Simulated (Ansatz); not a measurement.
# 8 CH3Cl in a periodic box: molecular dynamics, part 2 of 2

Aim: see how the packed molecules move, order and perhaps react. The start is relaxed first. Runs: 100 steps of 0.5 fs under a Langevin thermostat at 1000 K; 140 steps of 0.75 fs at constant energy, with velocities drawn for 1000 K. The molecules were packed at random to 0.701 g/cm³.

Ansatz 0.2.0; DFT PBE+D3(BJ), plane waves, PAW, scalar-relativistic, no spin polarisation.

## 6. Positions and forces

Extended XYZ, with forces in eV/Å:

```xyz
40
Lattice="9.854 0.000 0.000 0.000 9.854 0.000 0.000 0.000 9.854" Properties=species:S:1:pos:R:3:forces:R:3 pbc="T T T" time_fs=25.0 T=679 dE=2.4990
C     0.061    2.392    1.918   -1.195   -1.719    0.171
Cl    0.176    2.212    3.732    0.672    0.419   -1.314
H     0.224    3.352    1.565    0.497    2.484   -0.014
H     0.710    1.793    1.240   -0.169   -0.456    1.062
H    -1.011    2.212    1.706    0.448   -0.263   -0.103
C     1.258    6.355    2.076    2.161    6.404    0.244
Cl    1.815    7.041    3.724   -0.561   -0.487   -0.355
H     0.424    7.016    1.808   -0.261   -0.530    0.007
H     2.130    6.818    1.516   -0.875   -1.645   -0.138
H     1.058    5.375    2.143   -0.309   -3.581    0.051
C     4.408    1.551    1.728    2.552    0.477    0.222
Cl    4.268    3.124    2.733    0.315   -0.881   -0.554
H     4.880    1.864    0.713   -1.026   -0.549    1.489
H     5.184    0.817    2.262   -1.865    1.445   -0.905
H     3.378    1.215    1.691    0.037   -0.491   -0.245
C     9.628    5.213    8.172    2.691    1.303   -1.795
Cl    8.408    5.461    9.391   -0.019   -0.369    0.377
H     9.305    4.690    7.289   -0.915   -0.714   -0.103
H     9.903    6.224    7.680   -0.239   -1.120    1.131
H    10.626    4.697    8.418   -1.407    0.706    0.611
C     3.724    4.923    6.151   -1.825    2.519   -2.143
Cl    4.705    5.900    4.883    0.062   -0.424    1.350
H     4.066    4.872    7.154    0.908    0.456    0.889
H     2.701    5.453    6.054    1.351   -1.066    0.389
H     3.726    3.986    5.678   -0.333   -1.551   -0.413
C     8.791    9.203    3.219    1.909   -2.477   -0.379
Cl    8.425    9.533    4.881   -0.846   -0.144   -0.291
H     8.650   10.002    2.583   -0.939    2.061   -1.255
H     9.899    9.085    3.208   -0.464   -0.280   -0.060
H     8.360    8.280    2.733   -0.019    0.703    0.985
C     7.776   10.068    7.851   -0.766   -0.437    0.742
Cl    8.684    8.539    7.519   -0.266    0.026    0.520
H     6.633    9.849    7.915    1.986    0.419   -0.099
H     8.248   10.338    8.804   -0.709    0.294    0.181
H     8.037   10.866    7.142   -0.216   -0.374   -0.244
C     8.024    5.566    3.390   -0.348   -2.856    0.236
Cl    8.624    5.682    5.091   -0.372   -0.369   -0.799
H     7.206    6.226    3.299   -0.903    0.858   -0.187
H     8.815    5.747    2.717    1.048    0.871   -0.617
H     7.696    4.509    3.025    0.212    1.339    1.357
40
Lattice="9.854 0.000 0.000 0.000 9.854 0.000 0.000 0.000 9.854" Properties=species:S:1:pos:R:3:forces:R:3 pbc="T T T" time_fs=50.0 T=978 dE=2.5304
C    -0.026    2.234    1.927    1.887   -0.516   -0.746
Cl    0.260    2.147    3.636    0.639    0.521    0.623
H     0.252    3.111    1.409    0.840    1.997    0.161
H     0.608    1.517    1.369   -0.902   -0.558    0.373
H    -1.054    2.262    1.797   -2.217   -0.953   -0.594
C     1.586    6.436    1.960    1.158   -2.904   -1.569
Cl    1.724    6.954    3.579   -0.087    1.109    1.351
H     0.554    6.258    1.630    0.083    0.215    0.133
H     2.125    7.039    1.222   -0.106    0.422    0.214
H     2.142    5.414    1.951   -0.936    1.263   -0.286
C     4.250    1.740    1.849   -1.315    0.294   -1.457
Cl    4.400    3.300    2.738    0.004   -0.325    0.209
H     4.921    1.906    0.946   -1.153   -0.440    0.633
H     4.642    0.878    2.399   -0.109    0.219    0.359
H     3.086    1.587    1.612    2.582    0.232    0.237
C     9.822    5.239    8.237    1.191    3.267   -0.359
Cl    8.539    5.446    9.528    0.898   -0.449   -0.650
H     9.857    4.289    7.813   -0.623   -2.038   -0.498
H     9.545    5.978    7.357    0.750   -1.195    1.890
H    10.927    5.395    8.619   -2.155    0.271   -0.285
C     3.722    4.887    5.945   -2.324    1.279   -0.188
Cl    4.730    5.864    4.959    1.850    0.688   -1.239
H     4.146    4.788    6.904    0.712   -0.396    1.302
H     2.874    5.630    6.022   -0.049   -1.519    0.283
H     3.472    3.938    5.476   -0.155   -0.047   -0.084
C     8.689    9.248    3.103    0.542   -0.074   -1.226
Cl    8.597    9.390    4.923   -0.211   -0.030   -1.694
H     8.062    9.999    2.442    1.369   -0.948    1.669
H     9.812    9.155    2.826   -1.732    0.680    0.359
H     8.288    8.258    2.852   -0.172   -0.006    0.252
C     7.836   10.196    7.866    0.404    0.006   -1.360
Cl    8.547    8.515    7.692   -0.685    0.204    1.018
H     6.715   10.268    7.667    1.283   -0.434    0.826
H     8.296   10.659    8.756   -0.731   -0.206   -0.071
H     8.321   10.617    6.970   -0.323    0.592    0.381
C     7.987    5.488    3.329   -0.908    0.886    1.460
Cl    8.608    5.728    5.023   -0.120   -0.606   -0.991
H     6.894    5.635    3.438    0.575    1.055   -0.658
H     8.645    5.875    2.571   -0.096    1.806   -0.100
H     7.990    4.542    2.921    0.339   -3.362    0.322
```

On run 1: Against a set 1000 K the second half averages 803 K, going from 679 to 978 K over that half; 60 meV/atom has gone into potential energy, and a thermostat that acts over some 50 fs has not made it up in 50 fs. Over the second half H atoms stand 0.7 Å (root mean square) from where they began, and the farthest move is 1.7 Å.

## 7. Run 2

140 steps of 0.75 fs at constant energy, with velocities drawn for 1000 K, starting from the last frame of an earlier run, with new velocities.

Contents of input.yaml:

```yaml
accuracy: low
crystal:
  lattice:
    - [9.853875, 0.0, 0.0]
    - [0.0, 9.853875, 0.0]
    - [0.0, 0.0, 9.853875]
  atoms:
    - { symbol: C, position: [-0.00268282, 0.22672692, 0.1955993] }
    - { symbol: Cl, position: [0.02633017, 0.21784193, 0.36904328] }
    - { symbol: H, position: [0.02554575, 0.31565785, 0.14295812] }
    - { symbol: H, position: [0.0616465, 0.15396396, 0.13888422] }
    - { symbol: H, position: [-0.10695091, 0.22958918, 0.18239302] }
    - { symbol: C, position: [0.16097645, 0.65308969, 0.19893031] }
    - { symbol: Cl, position: [0.17494436, 0.70566804, 0.36322089] }
    - { symbol: H, position: [0.05621176, 0.63507077, 0.16546037] }
    - { symbol: H, position: [0.21564769, 0.7143594, 0.12404324] }
    - { symbol: H, position: [0.21733684, 0.54947371, 0.19797842] }
    - { symbol: C, position: [0.43134018, 0.17661056, 0.18767014] }
    - { symbol: Cl, position: [0.44648786, 0.33491094, 0.27783905] }
    - { symbol: H, position: [0.49937925, 0.19340077, 0.09602022] }
    - { symbol: H, position: [0.47104657, 0.08911795, 0.24344897] }
    - { symbol: H, position: [0.31319336, 0.16103011, 0.16362737] }
    - { symbol: C, position: [0.99680037, 0.53168021, 0.83594899] }
    - { symbol: Cl, position: [0.86659011, 0.55266813, 0.96689883] }
    - { symbol: H, position: [1.00026254, 0.4352366, 0.79287998] }
    - { symbol: H, position: [0.96865085, 0.60667049, 0.74665293] }
    - { symbol: H, position: [1.10885422, 0.54747938, 0.87469733] }
    - { symbol: C, position: [0.3777457, 0.49593874, 0.60331995] }
    - { symbol: Cl, position: [0.48003302, 0.59510127, 0.50324211] }
    - { symbol: H, position: [0.42074182, 0.48593486, 0.70065873] }
    - { symbol: H, position: [0.29164185, 0.57129892, 0.61111534] }
    - { symbol: H, position: [0.35231509, 0.39958992, 0.55571463] }
    - { symbol: C, position: [0.88175236, 0.93846736, 0.31489065] }
    - { symbol: Cl, position: [0.87241034, 0.95294392, 0.49956671] }
    - { symbol: H, position: [0.81810879, 1.01472226, 0.24780198] }
    - { symbol: H, position: [0.99575032, 0.92903619, 0.28682663] }
    - { symbol: H, position: [0.84112838, 0.83803053, 0.28945387] }
    - { symbol: C, position: [0.79518522, 1.03471222, 0.79828413] }
    - { symbol: Cl, position: [0.86741952, 0.86412126, 0.78063848] }
    - { symbol: H, position: [0.68148312, 1.04205281, 0.77807024] }
    - { symbol: H, position: [0.84186301, 1.08176182, 0.8886127] }
    - { symbol: H, position: [0.84445158, 1.07748535, 0.70737255] }
    - { symbol: C, position: [0.81052648, 0.55694837, 0.33781345] }
    - { symbol: Cl, position: [0.87356751, 0.58132274, 0.50973722] }
    - { symbol: H, position: [0.69962233, 0.57190096, 0.34884727] }
    - { symbol: H, position: [0.87730981, 0.59621296, 0.26096309] }
    - { symbol: H, position: [0.81088847, 0.46093504, 0.29647434] }
basis:
  ecutwfc: 420.0
kpoints:
  mp_grid: { grid: [1, 1, 1] }
hamiltonian:
  xc: pbe
  dispersion: d3bj
scf:
  occupations: { method: fermi_dirac, width: 0.05 }
  lower_state_search: "off"
md:
  timestep: 0.75
  n_steps: 140
  ensemble: nve
  temperature: 1000.0
  initial_velocities: maxwell_boltzmann
  seed: 877701
```

Command:

```console
> ansatz run input.yaml --threads 1 --pin off --max-ram 3072MiB --backend cpu --events-out ev --progress --plain --runs-dir out
```

What it wrote, cut to the lines that bear on the results:

```text
Warning: md: disabling space-group detection — thermal motion breaks the input geometry's symmetry, so no spatial operation reduces the k-mesh or symmetrises the density; time reversal is kept, so that k and −k are solved as one point where they differ and the mesh holds both, and exact [...]
Warning: RAYON_NUM_THREADS=1 ignored (pool sized by the plan → 1); use --threads N
[...]
Pseudopotentials: kind: paw
Pseudopotential: C, paw, valence charge 4, recommended cutoff 420 eV (normal), C.paw.azcp
Pseudopotential: Cl, paw, valence charge 7, recommended cutoff 420 eV (normal), Cl.paw.azcp
Pseudopotential: H, paw, valence charge 1, recommended cutoff 420 eV (normal), H.paw.azcp
Functional definition: PBE
[...]
Crystal: 40 atoms, lattice volume = 956.800 Å³
Basis set: ecut = 420 eV, 18805 PW (Γ), exchange–correlation on 144×144×144 points (8 copies of the dense FFT grid, shifted against one another)
Bands: 96, of which v1, the nominal top of the filled ones, is band 56 counted from 1 (55 counted from 0)
Symmetry: 1 space group operations
k-points: 1
[...]
md step     0: t =     0.00 fs  T =  1000.0 K  F+E_penalty+E_count = -11032.34104475 eV  E_kin = 5.041140 eV  conserved = -11027.29990479 eV  (9 SCF iters)
[...]
md step     2: t =     1.50 fs  T =   972.2 K  F+E_penalty+E_count = -11032.19409976 eV  E_kin = 4.901095 eV  conserved = -11027.29300457 eV  (8 SCF iters, 3 dispersion substeps)
[...]
md step     4: t =     3.00 fs  T =   918.1 K  F+E_penalty+E_count = -11031.91228915 eV  E_kin = 4.628310 eV  conserved = -11027.28397885 eV  (8 SCF iters, 3 dispersion substeps)
[...]
md step     6: t =     4.50 fs  T =   906.7 K  F+E_penalty+E_count = -11031.86769938 eV  E_kin = 4.570828 eV  conserved = -11027.29687109 eV  (6 SCF iters, 3 dispersion substeps)
[...]
md step     8: t =     6.00 fs  T =   840.4 K  F+E_penalty+E_count = -11031.52151505 eV  E_kin = 4.236718 eV  conserved = -11027.28479699 eV  (5 SCF iters, 3 dispersion substeps)
md step     9: t =     6.75 fs  T =   808.8 K  F+E_penalty+E_count = -11031.35949571 eV  E_kin = 4.077522 eV  conserved = -11027.28197339 eV  (5 SCF iters, 3 dispersion substeps)
md step    10: t =     7.50 fs  T =   793.9 K  F+E_penalty+E_count = -11031.28493037 eV  E_kin = 4.002090 eV  conserved = -11027.28284058 eV  (7 SCF iters, 3 dispersion substeps)
```

## 8. The log goes on: dynamics from the last frame of the run before

The log, continued, cut to the lines that bear on the results:

```text
md step    11: t =     8.25 fs  T =   796.0 K  F+E_penalty+E_count = -11031.29395146 eV  E_kin = 4.012952 eV  conserved = -11027.28099919 eV  (6 SCF iters, 3 dispersion substeps)
[...]
md step    24: t =    18.00 fs  T =   823.9 K  F+E_penalty+E_count = -11031.43949722 eV  E_kin = 4.153544 eV  conserved = -11027.28595306 eV  (5 SCF iters, 3 dispersion substeps)
[...]
md step    37: t =    27.75 fs  T =   908.2 K  F+E_penalty+E_count = -11031.87075910 eV  E_kin = 4.578355 eV  conserved = -11027.29240444 eV  (5 SCF iters, 3 dispersion substeps)
[...]
md step    50: t =    37.50 fs  T =   949.9 K  F+E_penalty+E_count = -11032.08259741 eV  E_kin = 4.788585 eV  conserved = -11027.29401289 eV  (8 SCF iters, 3 dispersion substeps)
[...]
md step    65: t =    48.75 fs  T =   984.6 K  F+E_penalty+E_count = -11032.25461203 eV  E_kin = 4.963567 eV  conserved = -11027.29104490 eV  (5 SCF iters, 3 dispersion substeps)
[...]
--- Forces (eV/Å), atoms counted from 1 ---
  atom   1  C      2.02889075    -1.48007604    -0.15773016
  atom   2  Cl     0.30366694     0.20789361    -1.23140850
  atom   3  H      0.65718940    -0.30771087    -0.06405367
  atom   4  H     -1.08608855     0.47777644     1.10567705
  atom   5  H     -1.98961053     0.63255366     0.34839722
  atom   6  C      0.32258700    -1.84906730    -0.07143005
  atom   7  Cl    -0.15564205    -0.18041389    -0.35655078
  atom   8  H     -0.04782985     0.12044474     0.99166527
[...]
--- MD trajectory: 140 steps, t = 0.0 → 105.0 fs ---
  final state: T = 951.7 K   F+E_penalty+E_count = -11032.06567702 eV   E_kin = 4.797888 eV
  conserved energy: peak-to-peak 4.459e-2 eV (1.115e-3 eV/atom) over 105.0 fs
```

Wall time 13 min (1 thread of Arm Neoverse V1, shared host); peak memory 0.78 GiB.

## 9. The trajectory

One step in 8; energies are changes from step 0; msd is the mean square displacement from the start, the centre of mass held:

| time (fs) | T (K) | potential energy change (meV/atom) | total energy change (meV/atom) | msd H (Å²) | msd C (Å²) | msd Cl (Å²) |
| --- | --- | --- | --- | --- | --- | --- |
| 0.0 | 1000 | 0.0 | 0.00 | 0.000 | 0.000 | 0.000 |
| 6.0 | 840 | 20.5 | 0.38 | 0.068 | 0.004 | 0.002 |
| 12.0 | 892 | 13.7 | 0.13 | 0.133 | 0.013 | 0.008 |
| 18.0 | 824 | 22.5 | 0.35 | 0.205 | 0.021 | 0.015 |
| 24.0 | 894 | 13.7 | 0.30 | 0.256 | 0.033 | 0.023 |
| 30.0 | 826 | 22.3 | 0.36 | 0.363 | 0.051 | 0.032 |
| 36.0 | 944 | 7.6 | 0.53 | 0.472 | 0.080 | 0.045 |
| 42.0 | 715 | 36.6 | 0.69 | 0.643 | 0.105 | 0.061 |
| 48.0 | 943 | 7.6 | 0.46 | 0.762 | 0.125 | 0.083 |
| 54.0 | 859 | 18.4 | 0.63 | 0.907 | 0.147 | 0.109 |
| 60.0 | 939 | 7.8 | 0.11 | 1.011 | 0.189 | 0.138 |
| 66.0 | 867 | 17.1 | 0.30 | 1.131 | 0.229 | 0.167 |
| 72.0 | 1033 | -4.1 | 0.11 | 1.165 | 0.278 | 0.195 |
| 78.0 | 859 | 18.0 | 0.27 | 1.333 | 0.319 | 0.224 |
| 84.0 | 1077 | -9.9 | -0.19 | 1.445 | 0.372 | 0.258 |
| 90.0 | 887 | 14.5 | 0.25 | 1.463 | 0.433 | 0.299 |
| 96.0 | 1052 | -6.9 | -0.26 | 1.381 | 0.481 | 0.347 |
| 102.0 | 928 | 9.4 | 0.27 | 1.371 | 0.501 | 0.401 |
| 105.0 | 952 | 6.9 | 0.80 | 1.418 | 0.510 | 0.430 |

time (fs), T (K) and a bar:
```
      0.0       1000 #########################
      4.5        907 ###############
      9.0        819 #######
     13.5        871 ############
     18.0        824 #######
     22.5        958 #####################
     27.8        908 ################
     32.2        847 #########
     36.8        929 ##################
     41.2        754 
     45.8        932 ##################
     50.2       1034 ############################
     54.8        878 ############
     59.2        896 ##############
     63.8        793 ####
     68.2        973 ######################
     72.8       1026 ###########################
     77.2        826 #######
     82.5        959 #####################
     87.0        857 ##########
     91.5        886 #############
     96.0       1052 ##############################
    100.5        871 ############
    105.0        952 ####################
```

Pair distribution over the second half of the run:

| r (Å) | g H–H | g C–H | g Cl–H |
| --- | --- | --- | --- |
| 0.68 | 0.00 | 0.00 | 0.00 |
| 0.84 | 0.00 | 0.00 | 0.00 |
| 1.00 | 0.00 | 19.00 | 0.00 |
| 1.16 | 0.00 | 28.56 | 0.00 |
| 1.32 | 0.00 | 1.27 | 0.00 |
| 1.48 | 0.35 | 0.00 | 0.00 |
| 1.64 | 3.04 | 0.00 | 0.00 |
| 1.80 | 6.69 | 0.00 | 0.00 |
| 1.96 | 2.68 | 0.00 | 0.03 |
| 2.12 | 0.80 | 0.00 | 0.70 |
| 2.28 | 0.52 | 0.03 | 4.14 |
| 2.44 | 0.35 | 0.19 | 4.50 |
| 2.60 | 0.36 | 0.38 | 1.83 |
| 2.76 | 0.52 | 0.40 | 0.47 |
| 2.92 | 0.60 | 0.41 | 0.63 |
| 3.08 | 0.52 | 0.54 | 0.86 |
| 3.24 | 0.65 | 0.63 | 0.98 |
| 3.40 | 0.76 | 0.74 | 0.83 |
| 3.56 | 0.85 | 0.90 | 0.77 |
| 3.72 | 0.99 | 0.93 | 0.65 |
| 3.88 | 1.08 | 0.82 | 0.95 |
| 4.04 | 1.20 | 0.99 | 1.18 |
| 4.20 | 1.13 | 1.16 | 0.81 |
| 4.36 | 0.97 | 1.26 | 1.03 |
| 4.52 | 0.98 | 1.11 | 1.37 |
| 4.68 | 1.01 | 1.20 | 0.98 |
| 4.84 | 0.81 | 1.09 | 1.11 |

First peaks of g(r) (not always the tallest), and, where a minimum follows, the mean number of second-named atoms round a first-named one up to the next minimum:

| pair | peak (Å) | height | minimum (Å) | neighbours |
| --- | --- | --- | --- | --- |
| H–H | 1.80 | 6.7 | 2.52 | 2.4 |
| C–H | 1.08 | 36.6 | 1.48 | 3.0 |
| Cl–H | 2.36 | 5.0 | 2.76 | 3.4 |

## 10. Positions and forces

Extended XYZ, with forces in eV/Å:

```xyz
40
Lattice="9.854 0.000 0.000 0.000 9.854 0.000 0.000 0.000 9.854" Properties=species:S:1:pos:R:3:forces:R:3 pbc="T T T" time_fs=52.5 T=924 dE=0.4012
C     0.310    2.701    2.154    1.153   -1.012   -1.116
Cl    0.405    2.666    3.944    0.179   -0.526   -0.483
H    -0.191    3.600    1.861   -0.627    0.589   -0.162
H     1.368    2.819    1.754   -1.027   -0.404    0.460
H    -0.215    1.812    1.636    0.775    1.032    1.181
C     1.667    6.206    1.995    0.098   -2.931   -1.125
Cl    1.696    6.886    3.587    0.192    0.397    0.450
H     0.701    5.684    1.827    0.255    0.328    0.207
H     1.728    6.928    1.216    0.242    1.044   -0.536
H     2.452    5.380    1.768   -0.744    1.354    0.811
C     4.149    1.343    1.964    1.524   -1.480    2.272
Cl    4.467    3.058    2.403    0.260   -0.490    0.151
H     4.166    0.530    2.881    0.680    2.104   -2.183
H     3.182    1.339    1.666   -3.623    0.091   -0.567
H     4.603    1.086    1.008    1.157   -0.248    0.363
C     9.917    5.194    8.247    0.628    2.353   -0.456
Cl    8.612    5.559    9.395    0.093   -0.057   -0.104
H     9.897    4.195    7.970   -0.279   -1.992   -0.614
H     9.967    5.855    7.353   -0.948   -0.357    0.330
H    10.883    5.433    8.648    0.637   -0.101    1.093
C     3.549    4.941    5.793    1.469    1.345    1.940
Cl    4.777    5.825    4.889    0.329    0.912   -0.521
H     3.954    4.941    6.822   -0.267   -0.401   -0.174
H     2.588    5.394    5.826   -0.940    0.550   -0.520
H     3.601    4.016    5.346   -0.520   -2.474   -0.690
C     8.479    9.115    2.972    2.125    1.867   -2.287
Cl    8.279    9.378    4.702    0.147   -0.264   -0.144
H     8.329   10.163    2.470   -1.055   -1.903    0.511
H     9.599    9.088    2.604   -1.504   -0.800    1.359
H     7.942    8.200    2.600    0.204    1.129    0.224
C     7.732   10.142    7.931    0.019   -0.751   -0.013
Cl    8.578    8.547    7.685    0.556    0.456   -0.300
H     6.729    9.752    7.814   -0.679    0.485    0.982
H     8.145   10.438    8.899   -0.827    0.267    0.120
H     7.782   10.958    7.203    0.946   -0.346   -0.436
C     8.120    5.035    3.649   -0.552   -4.227    0.607
Cl    8.564    5.790    5.245   -0.846   -0.802   -0.885
H     7.058    5.152    3.330    0.990    1.306   -0.187
H     9.054    5.060    3.089   -0.588    1.033   -0.778
H     8.023    3.756    3.607    0.367    2.924    1.222
40
Lattice="9.854 0.000 0.000 0.000 9.854 0.000 0.000 0.000 9.854" Properties=species:S:1:pos:R:3:forces:R:3 pbc="T T T" time_fs=105.0 T=952 dE=0.2754
C     0.778    2.995    2.352    2.029   -1.480   -0.158
Cl    0.734    3.075    4.195    0.304    0.208   -1.231
H    -0.266    3.070    1.992    0.657   -0.308   -0.064
H     1.521    3.647    1.814   -1.086    0.478    1.106
H     1.407    2.043    2.128   -1.990    0.633    0.348
C     1.952    6.119    1.947    0.323   -1.849   -0.071
Cl    1.593    6.945    3.478   -0.156   -0.180   -0.357
H     1.103    5.592    1.464   -0.048    0.120    0.992
H     2.179    6.823    1.209    0.758    1.658   -1.024
H     2.831    5.404    2.016   -0.875    0.748    0.344
C     4.003    1.042    2.094   -1.174   -1.047   -1.380
Cl    4.538    2.759    2.080    0.406   -0.541   -0.421
H     2.886    1.081    1.834    1.577   -0.407   -0.161
H     4.584    0.154    1.587   -0.697    2.237    0.063
H     4.023    0.752    3.098    0.046   -0.336    1.934
C    10.163    5.167    8.499    0.528   -0.887   -3.205
Cl    8.700    5.537    9.325   -0.561    0.092    0.671
H     9.998    4.339    7.698    0.187    1.298    1.299
H    10.643    6.016    7.993   -0.903    0.448   -0.443
H    11.001    4.928    9.084    0.797   -1.127    1.749
C     3.482    4.845    5.625   -0.168    1.508    2.201
Cl    4.825    5.792    4.876   -0.146   -0.202    0.302
H     3.541    4.972    6.844   -0.055   -0.577   -2.964
H     2.588    5.358    5.237   -0.013   -0.277    0.378
H     3.499    3.835    5.240    0.212   -0.441    0.229
C     8.255    9.033    2.631   -0.460   -3.688    1.853
Cl    7.923    9.361    4.284   -0.207    0.818    1.320
H     8.129    9.760    1.982   -2.076    4.103   -2.971
H     9.267    8.924    2.454    2.633   -1.170    0.324
H     7.707    8.117    2.414    0.091   -0.019   -0.571
C     7.563   10.065    8.137    0.553    2.352   -0.274
Cl    8.629    8.674    7.921   -0.203   -0.626    0.444
H     6.491    9.952    7.806    0.908   -0.404    0.874
H     7.793   10.667    9.101   -0.843   -1.429   -1.008
H     8.008   10.733    7.382   -0.406    0.264   -0.050
C     7.805    4.835    3.958   -0.144    2.619    1.669
Cl    8.398    5.805    5.447   -0.470   -1.326   -1.257
H     6.940    5.341    3.622   -0.422    1.459   -0.922
H     8.543    4.631    3.269    1.986    0.469   -1.501
H     7.345    3.937    4.085   -0.891   -3.190    1.931
```

On run 2: The temperature starts at 1000 K and averages 919 K in the second half, where it ranges from 778 to 1079 K. The total energy strays from its start by at most 0.80 meV/atom, 0.7 % of the mean kinetic energy, which is good for a step of 0.75 fs. Over the second half H atoms stand 1.1 Å (root mean square) from where they began, and the farthest move is 2.7 Å.

## 11. Summary of results

What follows sums up all 2 parts.

| quantity | value |
| --- | --- |
| relaxation of the start | 0 moves, 0.000 eV lower |
| run 1: length | 100 steps of 0.5 fs |
| run 1: temperature, first and last step | 975 and 978 K |
| run 1: temperature, second half | mean 803 K, from 635 to 978 K |
| run 1: potential energy, second half | +60 meV/atom from this run's first step |
| run 1: mean square displacement, second half | H 0.427, Cl 0.086, C 0.081 Å² |
| run 2: length | 140 steps of 0.75 fs |
| run 2: temperature, first and last step | 1000 and 952 K |
| run 2: temperature, second half | mean 919 K, from 778 to 1079 K |
| run 2: potential energy, second half | +11 meV/atom from this run's first step |
| run 2: largest change of the total energy | 0.80 meV/atom |
| run 2: mean square displacement, second half | H 1.3, C 0.333, Cl 0.242 Å² |

What this shows: Mean temperatures of the second halves: 803 K, 919 K. In the last run: over the second half H atoms stand 1.1 Å (root mean square) from where they began, and the farthest move is 2.7 Å. A run of 105 fs with 40 atoms shows the motion but fixes no equilibrium value. The nuclei move classically, without zero-point motion, which matters most for hydrogen. The settings are cheap ones for dynamics (low accuracy level or one k-point).
